Each row holds the same crystal of black phosphorus, with the atoms and cell edges fixed, and asks a different density functional what pressure results. A spring clamped at a set length is a simpler case of the same experiment: it pushes if its natural length is longer and pulls if it is shorter. The comparison gives the meaning of a sign, but not how far the crystal would move, because its stiffness depends on direction.

ABINIT 10.8.3, plane-wave Kohn–Sham DFT with pseudopotentials for black phosphorus (Cmce, 4-atom cell) at fixed geometry. All rows use a 6 × 6 × 4 k mesh and Fermi–Dirac occupations with a width of 0.05 eV, without spin polarisation, spin–orbit coupling or a dispersion correction. Pressure and stress are positive in compression.

```
functional                               potentials  wave cutoff  pressure (GPa)  stress xx (GPa)  stress yy (GPa)  stress zz (GPa)
       LDA     PseudoDojo-NC-SR-LDA-v0.4.1-standard   489.805 eV          -2.280           -2.640           -1.960           -2.240
       PBE       PseudoDojo-NC-SR-PBE-v0.5-standard   489.805 eV           2.100            2.230            1.820            2.230
    PBEsol  PseudoDojo-NC-SR-PBEsol-v0.4.1-standard   489.805 eV          -0.620           -0.790           -0.530           -0.550
    revPBE     PseudoDojo-NC-SR-PBE-v0.4.1-standard    598.65 eV           3.010            3.120            2.740            3.180
    r2SCAN     PseudoDojo-NC-SR-PBE-v0.4.1-standard   517.016 eV           1.720            2.020            1.320            1.840
```

### 1. First two rows: which functional wants a smaller crystal?

LDA does. Its pressure is −2.28 GPa, where the minus sign means tension, so the cell would shrink if released with the atoms kept at the same relative positions. PBE gives +2.10 GPa for the same cell and would let it grow.

The difference can also be read as one in predicted size. Divided by a bulk modulus of roughly 30 GPa, a recalled value, the 4.38 GPa between the two rows corresponds to a volume difference of order ten per cent. This is only a scale, since a layered crystal softens as it expands and its edges respond unequally.

### 2. Why does PBE push where LDA pulls?

LDA treats each point as if it lay in a uniform electron gas of the local density. PBE also uses the density gradient, measured relative to the density itself. This relative gradient is large where the density is thin, as in the outer tails of atoms and between layers.

When a crystal expands, the density in its bonds and gaps becomes thinner and the relative gradient grows. Gradient-corrected exchange lowers the energy of such regions, so expansion costs less energy in PBE than in LDA. Pressure is the energy released per unit of added volume, and it therefore rises. This is the standard explanation for the larger lattice constants of PBE; the table shows the shift in pressure, while the cause is argued from theory.

### 3. Third row: can the pressure of PBEsol be guessed?

PBEsol has the same form as PBE but a weaker gradient term in exchange, with a coefficient 0.56 times as large. The simplest model lets the pressure rise in proportion to this coefficient, from LDA, where it is zero, to PBE. Those two rows fix the line, and PBEsol is left to test it:

$$p_{\mathrm{PBEsol}} \approx -2.28 + 0.56 \times 4.38 \approx 0.2\ \mathrm{GPa}.$$

The calculation gives −0.62 GPa. The model places PBEsol correctly between the other two but misses by 0.8 GPa, about half of the actual step from LDA to PBEsol, and gets the sign wrong. Exchange strength alone thus gives the order but not a useful value.

A likely reason is correlation, whose gradient term acts against that of exchange. PBEsol keeps 0.69 of PBE's correlation coefficient but only 0.56 of its exchange coefficient, so the opposing term is relatively stronger and the pressure should fall below the line. The direction fits, but the size has not been tested. Each of the three functionals also has its own pseudopotential, which may contribute to the miss.

### 4. Is PBEsol the best functional because its pressure is nearest to zero?

No, because zero is the right target only for a crystal at its true equilibrium, in its cell edges and atomic positions alike. This cell has 20.46 Å³ per atom, while the measured volume is roughly 19 Å³, a recalled value. The crystal is therefore held about 8 % too large, which by itself favours tension. But volume alone does not settle the sign. The atoms are not relaxed: in PBE a force of about 0.36 eV/Å remains on each. Their bonds, about 2.2 Å long, are also slightly shorter than the measured ones as recalled, and compressed bonds add positive pressure.

The positive pressure of PBE is therefore not shown to be wrong. It may well be too high, since PBE lacks long-range dispersion and no row adds it as a correction: this attraction between layers would lower the pressure. Thermal and zero-point motion, also absent, would raise it somewhat. The table has no reference pressure for this exact arrangement of atoms, so it cannot decide which functional has the best sign or magnitude.

### 5. Fourth row: how much of the rise to revPBE comes from the functional?

revPBE lies 0.91 GPa above PBE. It has the same exchange coefficient for small gradients but allows a stronger energy lowering where gradients are large, so the argument of question 2 predicts a higher pressure. However, this row also has a higher plane-wave cutoff, 598.65 eV instead of 489.805 eV, and that acts in the same direction.

The reason is that the stress is evaluated with a fixed set of plane waves. Stretching the cell stretches the waves too, which lowers the effective cutoff and raises the energy, so an incomplete basis adds a false tension. With $V$ the volume per atom and $E$ the energy per atom, its size is

$$|\Delta p| = \frac{2}{3V}\left|\frac{dE}{d\ln E_{\mathrm{cut}}}\right|.$$

For the cutoff to explain the whole 0.91 GPa, the PBE energy at its own cutoff would have to fall by at least 0.17 eV per atom for each unit of $\ln E_{\mathrm{cut}}$. A smaller slope would leave the remainder to the functional. The potential file carries a different version label but is probably not involved: the energy term that depends on the potential's local part alone, in a fixed cell, is 31.76981 eV in both runs. A PBE run at the cutoff of revPBE would separate the two effects, but the table has none. Even then, revPBE would still rest on a potential made for PBE, so its pressure could differ somewhat from that of a fully consistent calculation.

### 6. Last row: does r2SCAN really lie below PBE?

The printed value is lower by 0.38 GPa, but this order should not be used. r2SCAN was run with potentials made for PBE, and the run carries a warning about their model core. Its cutoff is slightly higher as well, but by the argument of question 5 that alone would be expected to raise the pressure, not lower it. Mismatched potentials could shift it either way. A difference this small is therefore no evidence about the functional.

### 7. Across the columns: does the functional act mainly between the layers?

The layers are stacked along y, and the weakly bonded gap between them seems the natural place for functionals to disagree. Yet from LDA to PBE the stress rises by 4.87 GPa along x, 3.78 GPa along y and 4.47 GPa along z. The change along the stacking axis is the smallest of the three. The functional therefore alters the bonding within the layers as well.

Even stress yy is not simply the pressure between layers, because the atoms are not relaxed. The spring picture now needs two springs in series, one for the layer and one for the gap, with their joint pinned in place. The pin carries the difference between the two forces, and the stress is their average weighted by length. In the crystal, the forces on the fixed atoms play the part of the pin:

$$p_{\mathrm{gap}} = \sigma_{yy} \mp \frac{t}{h}\,\frac{2F}{ac}.$$

Here $\sigma_{yy}$ is stress yy, $t$ the layer thickness, $h$ the distance from one layer to the next, $F$ the size of the y force on an atom, and $a$ and $c$ the cell edges within the layer. Each layer has an upper and a lower plane of atoms, and in each plane two atoms share the area $ac$. Whether the force points into or out of the layer is left open, hence the double sign, and the thickness is taken as at most one bond length, which makes $t/h$ at most 0.40.

For PBE the last fraction is 3.48 GPa, so the correction is at most 1.4 GPa and the gap pressure lies between 0.4 and 3.2 GPa. PBE pushes the layers apart at this distance. For LDA the range is −2.2 to −1.7 GPa, so the layers are pulled together. That pull is not dispersion, which LDA does not contain; it is usually traced to LDA's overbinding where the density tails of neighbouring layers overlap. For PBEsol the range includes zero, and the sign remains open.

These ranges cover the unknown force direction and layer thickness, but not errors from the cutoff or the k mesh. The values behind them are in the printed output below, together with the PBEsol test.

### 8. Which digits can be trusted?

The last zero of each pressure in the table is padding, so the values are given to 0.01 GPa. The table holds no second run of any functional, with a finer k mesh or a higher cutoff, to show that they are converged to that level. It is also a selection, from which failed runs and some with graver warnings were left out. As far as the k mesh is concerned, LDA and PBEsol need the most care. They have no band gap on this mesh, although real black phosphorus is a semiconductor, and for both rows the mesh is flagged as coarse.

The steps of 1.66 GPa from LDA to PBEsol and 2.72 GPa from PBEsol to PBE are better founded than the single values, since these rows share cutoff and mesh and part of the error should cancel. The opposite signs of LDA and PBE would survive an error of 1 GPa in either row. The negative sign of PBEsol would not: removing a false tension of 0.7 GPa would be enough to turn it positive.

Printed output of the fit:

```
PBEsol minus LDA pressure in GPa: 1.66
PBE minus PBEsol pressure in GPa: 2.72
PBE minus LDA pressure in GPa: 4.38
revPBE minus PBE pressure in GPa: 0.91
r2SCAN minus PBE pressure in GPa: -0.38
exchange gradient coefficient of PBEsol over that of PBE: 0.5612
correlation gradient coefficient of PBEsol over that of PBE: 0.6866
PBEsol pressure predicted from exchange coefficient alone in GPa: 0.1779
prediction less computed PBEsol pressure in GPa: 0.7979
PBE minus LDA stress along x in GPa: 4.87
PBE minus LDA stress along y (stacking) in GPa: 3.78
PBE minus LDA stress along z in GPa: 4.47
largest layer thickness as share of the layer period: 0.4035
Pressure between layers in GPa:
     row  stress yy  step at atomic plane  lower limit  upper limit
     LDA      -1.96                0.6752       -2.232       -1.688
     PBE       1.82                  3.48        0.416        3.224
  PBEsol      -0.53                 2.223       -1.427       0.3668
  revPBE       2.74                 2.734        1.637        3.843
  r2SCAN       1.32                 3.188      0.03364        2.606
cell volume above rough measured volume in percent: 7.684
order of volume change for PBE minus LDA pressure in percent: 14.6
energy slope needed for cutoff to explain revPBE minus PBE in eV per atom per unit of ln cutoff: 0.1743
```
